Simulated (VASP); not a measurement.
# PbSe (Clausthalite) (Fm-3m) in VASP: further runs

One crystal, PbSe (Clausthalite), is run at these levels: PBEsol; tasks: relaxation of the atoms.

Everything below comes from runs of VASP 6.6.1. Logs are shortened: lines on timing, memory, paths and dates and some standing lists are left out, and cuts for length are marked.

**The experiment to reproduce.**

A printed reference work, monograph reports, for a bulk crystal of PbSe at 4.2 K: band gap 0.15 eV (direct).

How close the calculation comes is told below.

### 1 The crystal as given

Symmetry: Fm-3m, No. 225, cubic system. The conventional cell has a = 6.104 Å, b = 6.104 Å, c = 6.104 Å, α = 90.00°, β = 90.00°, γ = 90.00°. Pb (site symmetry m-3m) is surrounded by 6 Se at 3.05 Å. Se (site symmetry m-3m) is surrounded by 6 Pb at 3.05 Å.

### 2 Relaxation of the atoms, PBEsol (a relaxed cell with its volume scaled by 0.96)

Input file INCAR:

```
ALGO = Fast
EDIFF = 1E-7
EDIFFG = -0.01
ENCUT = 600
GGA = PS
IBRION = 2
ISIF = 2
ISMEAR = 0
LASPH = True
LCHARG = False
LREAL = False
LWAVE = False
NELM = 80
NSW = 40
PREC = Accurate
SIGMA = 0.03
```

Input file KPOINTS:

```
k-points
0
Gamma
  8 8 8
```

Input file POSCAR:

```
PbSe                                    
1.0
    0.0000000000      3.0107415773      3.0107415773
    3.0107415773      0.0000000000      3.0107415773
    3.0107415773      3.0107415773      0.0000000000
  Pb              Se            
     1     1
Direct
     0.0000000000000000    0.0000000000000000    0.0000000000000000
     0.5000000000000000    0.5000000000000000    0.5000000000000000
```

Potentials or basis: VASP PAW PBE potentials, release 64 (Pb_d, Se).

Command:

```
$ cat potpaw_PBE.64/Pb_d/POTCAR potpaw_PBE.64/Se/POTCAR > POTCAR
$ mpirun -np 1 vasp_std > vasp.out
```

OUTCAR:

```text
EDIFF = 1E-7
   EDIFFG = -0.01
   ENCUT = 600
   GGA = PS
   IBRION = 2
   ISIF = 2
   ISMEAR = 0
   LASPH = True
   LREAL = False
   NELM = 80
   NSW = 40
   PREC = Accurate

 ion  position               nearest neighbor table
   1  0.000  0.000  0.000-   2 3.01   2 3.01   2 3.01   2 3.01   2 3.01   2 3.01
   2  0.500  0.500  0.500-   1 3.01   1 3.01   1 3.01   1 3.01   1 3.01   1 3.01

  LATTYP: Found a face centered cubic cell.
 ALAT       =     6.0214831546

  Lattice vectors:

 A1 = (   0.0000000000,   3.0107415773,   3.0107415773)
 A2 = (   3.0107415773,   0.0000000000,   3.0107415773)
 A3 = (   3.0107415773,   3.0107415773,   0.0000000000)

Analysis of symmetry for initial positions (statically):
=====================================================================
 Subroutine PRICEL returns:
 Original cell was already a primitive cell.

 Routine SETGRP: Setting up the symmetry group for a
 face centered cubic supercell.

 Subroutine GETGRP returns: Found 48 space group operations
 (whereof 48 operations were pure point group operations)
 out of a pool of 48 trial point group operations.

The static configuration has the point symmetry O_h .

Analysis of symmetry for dynamics (positions and initial velocities):
=====================================================================
 Subroutine PRICEL returns:
 Original cell was already a primitive cell.

 Routine SETGRP: Setting up the symmetry group for a
 face centered cubic supercell.

 Subroutine GETGRP returns: Found 48 space group operations
 (whereof 48 operations were pure point group operations)
 out of a pool of 48 trial point group operations.

The dynamic configuration has the point symmetry O_h .

 Subroutine INISYM returns: Found 48 space group operations
 (whereof 48 operations are pure point group operations),
 and found     1 'primitive' translations

----------------------------------------------------------------------------------------

                                     Primitive cell

  volume of cell :      54.5821

  direct lattice vectors                    reciprocal lattice vectors
     0.000000000  3.010741577  3.010741577    -0.166072041  0.166072041  0.166072041
     3.010741577  0.000000000  3.010741577     0.166072041 -0.166072041  0.166072041
     3.010741577  3.010741577  0.000000000     0.166072041  0.166072041 -0.166072041

  length of vectors
     4.257831571  4.257831571  4.257831571     0.287645213  0.287645213  0.287645213

  position of ions in fractional coordinates (direct lattice)
     0.000000000  0.000000000  0.000000000
     0.500000000  0.500000000  0.500000000

  ion indices of the primitive-cell ions
   primitive index   ion index
                 1           1
                 2           2

----------------------------------------------------------------------------------------

 KPOINTS: k-points

Automatic generation of k-mesh.
 Grid dimensions read from file:
 generate k-points for:    8    8    8

 Generating k-lattice:

  Cartesian coordinates                     Fractional coordinates (reciprocal lattice)
    -0.020759005  0.020759005  0.020759005     0.125000000  0.000000000  0.000000000
     0.020759005 -0.020759005  0.020759005     0.000000000  0.125000000  0.000000000
     0.020759005  0.020759005 -0.020759005     0.000000000  0.000000000  0.125000000

  Length of vectors
     0.035955652  0.035955652  0.035955652

  Shift w.r.t. Gamma in fractional coordinates (k-lattice)
     0.000000000  0.000000000  0.000000000

 Subroutine IBZKPT returns following result:
 ===========================================

 Found     29 irreducible k-points:

 Following reciprocal coordinates:
            Coordinates               Weight
  0.000000  0.000000  0.000000      1.000000
  0.125000  0.000000  0.000000      8.000000
  0.250000  0.000000  0.000000      8.000000
  0.375000  0.000000  0.000000      8.000000
  0.500000  0.000000  0.000000      4.000000
  0.125000  0.125000  0.000000      6.000000
[... 16 lines left out ...]
  0.500000  0.250000  0.125000     48.000000
 -0.375000  0.250000  0.125000     24.000000
 [... further k-points ...]
   k-points           NKPTS =     29   k-points in BZ     NKDIM =     29   number of bands    NBANDS=     14
   number of dos      NEDOS =    301   number of ions     NIONS =      2
   total plane-waves  NPLWV =  46656
   dimension x,y,z NGX =    36 NGY =   36 NGZ =   36
   dimension x,y,z NGXF=    72 NGYF=   72 NGZF=   72
   ions per type =               1   1
   NGX,Y,Z   is equivalent  to a cutoff of  14.06, 14.06, 14.06 a.u.
   NGXF,Y,Z  is equivalent  to a cutoff of  28.11, 28.11, 28.11 a.u.
 SYSTEM =  unknown system
   PREC   = accura    normal or accurate (medium, high low for compatibility)
   ISTART =      0    job   : 0-new  1-cont  2-samecut
   ICHARG =      2    charge: 1-file 2-atom 10-const
   ISPIN  =      1    spin polarized calculation?
   LNONCOLLINEAR =      F non collinear calculations
   LSORBIT =      F    spin-orbit coupling
   LASPH  =      T    aspherical Exc in radial PAW
   ENCUT  =  600.0 eV  44.10 Ry    6.64 a.u.   8.50  8.50  8.50*2*pi/ulx,y,z
   NELM   =     80;   NELMIN=  2; NELMDL= -5     # of ELM steps
   EDIFF  = 0.1E-06   stopping-criterion for ELM
   LREAL  =      F    real-space projection
   EDIFFG = -.1E-01   stopping-criterion for IOM
   NSW    =     40    number of steps for IOM
   IBRION =      2    ionic relax: 0-MD 1-quasi-New 2-CG
   NFREE  =      1    steps in history (QN), initial steepest desc. (CG)
   ISIF   =      2    stress and relaxation
   ISYM   =      2    0-nonsym 1-usesym 2-fastsym
   POTIM  = 0.5000    time-step for ionic-motion
   TEBEG  =    0.0;   TEEND  =   0.0 temperature during run
   PSTRESS=    0.0 pullay stress
   NELECT =      20.0000    total number of electrons
   NUPDOWN=      -1.0000    fix difference up-down
   EMIN   =  10.00;   EMAX   =-10.00  energy-range for DOS
   EFERMI =   0.00;   METHOD = LEGACY
   ISMEAR =     0;   SIGMA  =   0.03  broadening in eV -4-tet -1-fermi 0-gaus
   EFERMI_NEDOS =   21; number of points for ismear=-14 and -15
   IALGO  =     68    algorithm
   IMIX   =      4    mixing-type and parameters
     AMIX     =   0.40;   BMIX     =  1.00
     AMIX_MAG =   1.60;   BMIX_MAG =  1.00
  volume/ion in A,a.u.               =      27.29       184.17
  Fermi-wavevector in a.u.,A,eV,Ry     =   1.171479  2.213775 18.672148  1.372364
  Thomas-Fermi vector in A             =   2.307923
   LORBIT       =      0    0 simple, 1 ext, 2 COOP (PROOUT), +10 PAW based schemes
   GGA     = PS    functional components
   LHFCALC =     F    Hartree Fock is set to
   AEXX    =    0.0000 exact exchange contribution
   IVDW    =     0    specifies the selected vdW correction
   LEPSILON=     F    determine dielectric tensor
   LRPA    =     F    only Hartree local field effects (RPA)
 conjugate gradient relaxation of ions
 non-spin polarized calculation
 RMM-DIIS sequential band-by-band and
 Gauss-broadening in eV      SIGMA  =   0.03
  energy-cutoff  :      600.00
  volume of cell :       54.58
 maximum number of plane-waves:      1841
 NGX is ok and might be reduce to    36
   NGX = 17   NGY = 17   NGZ = 17

 number of electron      19.9999998 magnetization

 Free energy of the ion-electron system (eV)
  ---------------------------------------------------
  ext. energy  EPLUGINS =         0.00000000
  ---------------------------------------------------
  free energy    TOTEN  =        -8.90129416 eV

  energy without entropy =       -8.90107551  energy(sigma->0) =       -8.90118483

 E-fermi :   5.5974     XC(G=0):  -9.9480

 val. band max:        5.5842982119   @ k =   0.5000   0.0000   0.0000
 cond. band min:       5.6104680536   @ k =   0.5000   0.0000   0.0000
 fundamental gap:      0.0261698416
 Fermi energy:         5.5973831329

 k-point     1 :       0.0000    0.0000    0.0000
  band No.  band energies     occupation
      1     -11.3028      2.00000
      2     -11.3028      2.00000
      3     -11.3015      2.00000
      4     -11.3015      2.00000
      5     -11.3015      2.00000
      6      -8.5061      2.00000
      7      -0.7146      2.00000
      8       3.4346      2.00000
      9       3.4346      2.00000
     10       3.4346      2.00000
     11      10.3204      0.00000
     12      10.3204      0.00000
     13      10.3205      0.00000
     14      11.8748      0.00000

 k-point     2 :       0.1250    0.0000    0.0000
  band No.  band energies     occupation
      1     -11.3072      2.00000
      2     -11.3072      2.00000
      3     -11.3010      2.00000
      4     -11.2957      2.00000
      5     -11.2957      2.00000
      6      -8.3761      2.00000
      7      -1.1848      2.00000
      8       3.4795      2.00000
      9       3.4795      2.00000
     10       3.7702      2.00000
     11       9.1630      0.00000
     12       9.5739      0.00000
     13       9.5740      0.00000
     14      11.6721      0.00000

 k-point     3 :       0.2500    0.0000    0.0000
  band No.  band energies     occupation
      1     -11.3183      2.00000
      2     -11.3183      2.00000
      3     -11.3000      2.00000
      4     -11.2812      2.00000
      5     -11.2812      2.00000
      6      -8.0161      2.00000
      7      -2.1890      2.00000
      8       3.6111      2.00000
      9       3.6111      2.00000
     10       4.4020      2.00000
     11       7.6135      0.00000
     12       8.3704      0.00000
     13       8.3704      0.00000
     14      11.8725      0.00000
[... 324 lines left out ...]
 k-point    23 :       0.5000    0.2500    0.1250
  band No.  band energies     occupation
      1     -11.3733      2.00000
      2     -11.3143      2.00000
      3     -11.2971      2.00000
      4     -11.2721      2.00000
      5     -11.2622      2.00000
      6      -7.2800      2.00000
      7      -2.9566      2.00000
      8       1.9594      2.00000
      9       2.7825      2.00000
     10       4.3968      2.00000
     11       7.1310      0.00000
     12       8.6692      0.00000
     13       9.7066      0.00000
     14      12.0838      0.00000

 k-point    24 :      -0.3750    0.2500    0.1250
  band No.  band energies     occupation
      1     -11.3794      2.00000
      2     -11.3184      2.00000
      3     -11.2894      2.00000
      4     -11.2764      2.00000
      5     -11.2574      2.00000
      6      -7.0707      2.00000
      7      -3.2326      2.00000
      8       1.9538      2.00000
      9       2.3758      2.00000
     10       4.6314      2.00000
     11       6.7777      0.00000
     12       8.9435      0.00000
     13       9.6931      0.00000
     14      13.0437      0.00000

 [... further k-points ...]

------------------------ aborting loop because EDIFF is reached ----------------------------------------

  FORCE on cell =-STRESS in cart. coord.  units (eV):
  Direction    XX          YY          ZZ          XY          YZ          ZX
  --------------------------------------------------------------------------------------
  -------------------------------------------------------------------------------------
  Total        0.8026128      0.8026128      0.8026128      0.0000000      0.0000000     -0.0000000
  in kB       23.5595096     23.5595096     23.5595096      0.0000000      0.0000000     -0.0000000
  external PRESSURE =      23.5595096 kB  Pullay stress =       0.0000000 kB

 VOLUME and BASIS-vectors are now :
 -----------------------------------------------------------------------------
  energy-cutoff  :      600.00
  volume of cell :       54.58
      direct lattice vectors                 reciprocal lattice vectors
     0.000000000  3.010741577  3.010741577    -0.166072041  0.166072041  0.166072041
     3.010741577  0.000000000  3.010741577     0.166072041 -0.166072041  0.166072041
     3.010741577  3.010741577  0.000000000     0.166072041  0.166072041 -0.166072041

 POSITION                                       TOTAL-FORCE (eV/Angst)
 -----------------------------------------------------------------------------------
      0.00000      0.00000      0.00000         0.000000      0.000000     -0.000000
      3.01074      3.01074      3.01074        -0.000000     -0.000000      0.000000
 -----------------------------------------------------------------------------------
    total drift:                               -0.000000      0.000000      0.000000

  FREE ENERGIE OF THE ION-ELECTRON SYSTEM (eV)
  ---------------------------------------------------
  free  energy   TOTEN  =        -8.9012941573 eV

  energy  without entropy=       -8.9010755087  energy(sigma->0) =       -8.90118483

 reached required accuracy - stopping structural energy minimisation
```

It took 21 s on 1 thread of AMD EPYC 9R45 (Zen 5), shared host; peak memory 0.19 GiB.

Results:

* Free energy: -8.9013 eV
* Pressure after relaxing: 2.4 GPa
* Band gap on the k mesh: 0.03 eV, direct

Final structure:
```cif
data_structure
_symmetry_space_group_name_H-M 'P 1'
_symmetry_Int_Tables_number 1
_cell_length_a 4.2578
_cell_length_b 4.2578
_cell_length_c 4.2578
_cell_angle_alpha 60.000
_cell_angle_beta 60.000
_cell_angle_gamma 60.000
_cell_volume 54.58
loop_
_atom_site_label
_atom_site_type_symbol
_atom_site_fract_x
_atom_site_fract_y
_atom_site_fract_z
_atom_site_occupancy
Pb1 Pb 0.00000 0.00000 0.00000 1
Se1 Se 0.50000 0.50000 0.50000 1
```

Caveat: the relaxation stopped at its first step, so nothing moved; the PAW data sets were made with another functional, which shifts forces and pressure a little; spin-orbit coupling is left out, which as a rule narrows the gap of such compounds by several tenths of an eV.

### 3 Relaxation of the atoms, PBEsol (a relaxed cell with its volume scaled by 0.98)

INCAR is that of step 2.

KPOINTS is that of step 2.

Input file POSCAR:

```
PbSe                                    
1.0
    0.0000000000      3.0315059685      3.0315059685
    3.0315059685      0.0000000000      3.0315059685
    3.0315059685      3.0315059685      0.0000000000
  Pb              Se            
     1     1
Direct
     0.0000000000000000    0.0000000000000000    0.0000000000000000
     0.5000000000000000    0.5000000000000000    0.5000000000000000
```

Potentials or basis: VASP PAW PBE potentials, release 64 (Pb_d, Se).

Command:

```
$ cat potpaw_PBE.64/Pb_d/POTCAR potpaw_PBE.64/Se/POTCAR > POTCAR
$ mpirun -np 1 vasp_std > vasp.out
```

OUTCAR:

```text
EDIFF = 1E-7
   EDIFFG = -0.01
   ENCUT = 600
   GGA = PS
   IBRION = 2
   ISIF = 2
   ISMEAR = 0
   LASPH = True
   LREAL = False
   NELM = 80
   NSW = 40
   PREC = Accurate

 ion  position               nearest neighbor table
   1  0.000  0.000  0.000-   2 3.03   2 3.03   2 3.03   2 3.03   2 3.03   2 3.03
   2  0.500  0.500  0.500-   1 3.03   1 3.03   1 3.03   1 3.03   1 3.03   1 3.03

  LATTYP: Found a face centered cubic cell.
 ALAT       =     6.0630119370

  Lattice vectors:

 A1 = (   0.0000000000,   3.0315059685,   3.0315059685)
 A2 = (   3.0315059685,   0.0000000000,   3.0315059685)
[... 600 lines left out ...]
  Direction    XX          YY          ZZ          XY          YZ          ZX
  --------------------------------------------------------------------------------------
  -------------------------------------------------------------------------------------
  Total        0.3922179      0.3922179      0.3922179      0.0000000      0.0000000     -0.0000000
  in kB       11.2780173     11.2780173     11.2780173      0.0000000      0.0000000     -0.0000000
  external PRESSURE =      11.2780173 kB  Pullay stress =       0.0000000 kB

 VOLUME and BASIS-vectors are now :
 -----------------------------------------------------------------------------
  energy-cutoff  :      600.00
  volume of cell :       55.72
      direct lattice vectors                 reciprocal lattice vectors
     0.000000000  3.031505968  3.031505968    -0.164934526  0.164934526  0.164934526
     3.031505968  0.000000000  3.031505968     0.164934526 -0.164934526  0.164934526
     3.031505968  3.031505968  0.000000000     0.164934526  0.164934526 -0.164934526

 POSITION                                       TOTAL-FORCE (eV/Angst)
 -----------------------------------------------------------------------------------
      0.00000      0.00000      0.00000         0.000000      0.000000      0.000000
      3.03151      3.03151      3.03151        -0.000000     -0.000000     -0.000000
 -----------------------------------------------------------------------------------
    total drift:                               -0.000000      0.000000      0.000000

  FREE ENERGIE OF THE ION-ELECTRON SYSTEM (eV)
  ---------------------------------------------------
  free  energy   TOTEN  =        -8.9137407263 eV

  energy  without entropy=       -8.9137263939  energy(sigma->0) =       -8.91373356

 reached required accuracy - stopping structural energy minimisation
```

CONTCAR:

```text
PbSe
   1.00000000000000
     0.0000000000000000    3.0315059684999999    3.0315059684999999
     3.0315059684999999    0.0000000000000000    3.0315059684999999
     3.0315059684999999    3.0315059684999999    0.0000000000000000
  Pb              Se
     1     1
Direct
     0.0000000000000000    0.0000000000000000    0.0000000000000000
     0.5000000000000000    0.5000000000000000    0.5000000000000000

  0.00000000E+00  0.00000000E+00  0.00000000E+00
  0.00000000E+00  0.00000000E+00  0.00000000E+00
```

It took 21 s on 1 thread of AMD EPYC 9R45 (Zen 5), shared host; peak memory 0.19 GiB.

What came out:

| Property | Result |
| --- | --- |
| Free energy | -8.9137 eV |
| Pressure after relaxing | 1.1 GPa |
| Band gap on the k mesh | 0.10 eV, direct |

Final structure:
```yaml
crystal:
  lattice:
    - [0.00000, 3.03151, 3.03151]
    - [3.03151, 0.00000, 3.03151]
    - [3.03151, 3.03151, 0.00000]
  atoms:
    - { symbol: Pb, position: [0.00000, 0.00000, 0.00000] }
    - { symbol: Se, position: [0.50000, 0.50000, 0.50000] }
```

Levels at points of the mesh, in eV from the valence-band top:
| k point | band 7 | band 8 | band 9 | band 10 | band 11 | band 12 | band 13 | band 14 |
| --- | --- | --- | --- | --- | --- | --- | --- | --- |
| (0.00, 0.00, 0.00) | -6.31 | -2.03 | -2.03 | -2.03 | 4.71 | 4.71 | 4.71 | 6.36 |
| (0.50, 0.00, 0.00) | -9.03 | -1.59 | -1.59 | 0.00 | 0.10 | 1.56 | 1.56 | 8.42 |
| (0.50, 0.50, 0.00) | -7.49 | -5.29 | -3.46 | -3.46 | 3.43 | 5.67 | 5.67 | 6.10 |

Caveat: the relaxation stopped at its first step, so nothing moved; the PAW data sets were made with another functional, which shifts forces and pressure a little; spin-orbit coupling is left out, which as a rule narrows the gap of such compounds by several tenths of an eV. A k mesh can miss the band edges.

[end of part 1 of 2]
